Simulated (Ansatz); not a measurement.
# ZnCr: the cost of one run

Program: Ansatz 0.2.0. Level of theory: DFT PBE, scalar-relativistic, plane waves, PAW. These are calculated values, not measurements.

### 1 The system as given

Symmetry: P6_3/mmc, No. 194, hexagonal system. The conventional cell has a = 3.375 Å, b = 3.375 Å, c = 4.822 Å, α = 90.00°, β = 90.00°, γ = 120.00°. Zn (site symmetry -3m) is surrounded by 6 Cr at 2.29 Å and 2 Zn at 2.41 Å. Cr (site symmetry -6m2) has 6 Zn at 2.29 Å as nearest neighbours.

Structure file:

```cif
data_structure
_symmetry_space_group_name_H-M 'P 1'
_symmetry_Int_Tables_number 1
_cell_length_a 3.3752
_cell_length_b 3.3752
_cell_length_c 4.8217
_cell_angle_alpha 90.000
_cell_angle_beta 90.000
_cell_angle_gamma 120.000
_cell_volume 47.57
loop_
_atom_site_label
_atom_site_type_symbol
_atom_site_fract_x
_atom_site_fract_y
_atom_site_fract_z
_atom_site_occupancy
Zn1 Zn 0.00000 0.00000 0.00000 1
Zn2 Zn 0.00000 0.00000 0.50000 1
Cr1 Cr 0.33333 0.66667 0.25000 1
Cr2 Cr 0.66667 0.33333 0.75000 1
```

(A quick probe on a coarse mesh, which set the mesh and smearing, is not shown.)

### 3 Coarse relaxation

input.yaml

```yaml
crystal:
  lattice:
    - [3.3751867726, 0.0, 0.0]
    - [-1.6875933863, 2.9229974876, 0.0]
    - [0.0, 0.0, 4.8216957938]
  atoms:
    - { symbol: Zn, position: [0.0, 0.0, 0.0] }
    - { symbol: Zn, position: [0.0, 0.0, 0.5] }
    - { symbol: Cr, position: [0.3333333333, 0.6666666667, 0.25] }
    - { symbol: Cr, position: [0.6666666667, 0.3333333333, 0.75] }
basis:
  ecutwfc: 420
kpoints:
  mp_grid: { grid: [6, 6, 4] }
hamiltonian:
  xc: pbe
scf:
  occupations: { method: gaussian, width: 0.1 }
  lower_state_search: "off"
output:
  forces: true
  stress: true
  eigenvalues: true
relax:
  adjacent_minimum: "off"
  f_tol: 0.04
  max_steps: 70
  cell: { stress_tol: 0.4 }
```

Started as:

```
> ansatz run input.yaml --threads 1 --pin off --max-ram 2560MiB --backend cpu --events-out ev --progress --plain --runs-dir out
```

Q: Estimate wall time and peak memory on 1 thread of Arm Neoverse V1, shared host.

About 21 s, with a peak of 0.35 GiB.
